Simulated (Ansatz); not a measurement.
## Energy ranking of Al₅InAs₆ structures

Method: DFT PBE, scalar-relativistic, plane waves, PAW in Ansatz 0.2.0. All cells share a 420 eV cutoff and Γ-centred k meshes spaced at most about 0.3 Å⁻¹ (2π included). No spin polarisation.

Energies over the elements count from the elements' standard structures at the same level, with no fitted energy shifts.

All energies are static (0 K, no zero-point motion). Only the structures computed here compete, so a lower one can exist. Kohn–Sham gaps at this level usually fall short of measured ones. The reference form of As is held partly by dispersion forces, which this level lacks.

Invented guesses were relaxed alike, and ends that match in structure were merged. ΔE counts from the first row. Coordination counts As atoms around Al and In (those within 1.25 times the shortest such distance or 1.15 times the sum of covalent radii). The ends were matched against large subsets of the Crystallography Open Database and the Materials Project, so a missing match doesn't prove that a structure is unreported.

```tsv
#	reached from	type and space group	atoms	Å³/atom	coordination	ΔE (meV/atom)	gap on mesh (eV)	in databases
1	Al and In ordered on wurtzite sites	P31m (No. 157)	12	24.4	Al 4, In 4	0	1.35	no match
2	Al and In ordered on wurtzite sites	R3 (No. 146)	12	24.4	Al 4, In 4	3	1.34	no match
3	Al and In ordered on wurtzite sites	P3m1 (No. 156)	12	24.4	Al 4, In 4	13	0.93	no match
```

The first two are tied within the noise. The first: Space group P31m (No. 157), trigonal, a = 7.087 Å, c = 6.725 Å. Al on a site of symmetry m is surrounded by 4 As at 2.49–2.50 Å; Al on a site of symmetry 3 has 4 As at 2.46–2.49 Å; In is surrounded by 4 As at 2.65–2.67 Å; As on a site of symmetry m is surrounded by 3 Al at 2.46–2.49 Å and 1 In at 2.65 Å; As on a site of symmetry 3 is surrounded by 4 Al at 2.49–2.50 Å; 1 more site not described. Its energy over the elements is −0.438 eV/atom. It lies below the elements, which doesn't yet make it stable against other compounds or structures. An observed structure of this formula, if there is one, may be missing.

```
Al In As
1.0
     7.08651    0.00000    0.00000
    -3.54326    6.13710    0.00000
     0.00000    0.00000    6.72473
Al In As
5 1 6
Direct
  0.33832 0.33832 0.00030
  0.00000 0.66168 0.00030
  0.66168 0.00000 0.00030
  0.66667 0.33333 0.50089
  0.33333 0.66667 0.50089
  0.00000 0.00000 0.50182
  0.35279 0.35279 0.36976
  0.00000 0.64721 0.36976
  0.64721 0.00000 0.36976
  0.66667 0.33333 0.87184
  0.33333 0.66667 0.87184
  0.00000 0.00000 0.89855
```

The second: Space group R3 (No. 146), trigonal, a = 7.086 Å, c = 20.178 Å. Al on a site of symmetry 1 is surrounded by 4 As at 2.48–2.51 Å; around Al on a site of symmetry 3 lie 4 As at 2.47–2.50 Å; around In lie 4 As at 2.64 Å; As on a site of symmetry 1 has 3 Al at 2.46–2.49 Å and 1 In at 2.64 Å; 4 more sites not described. Counting As atoms around Al and In, the first and the second both have Al 4, In 4. Cells relaxed within their symmetry can be saddle points.
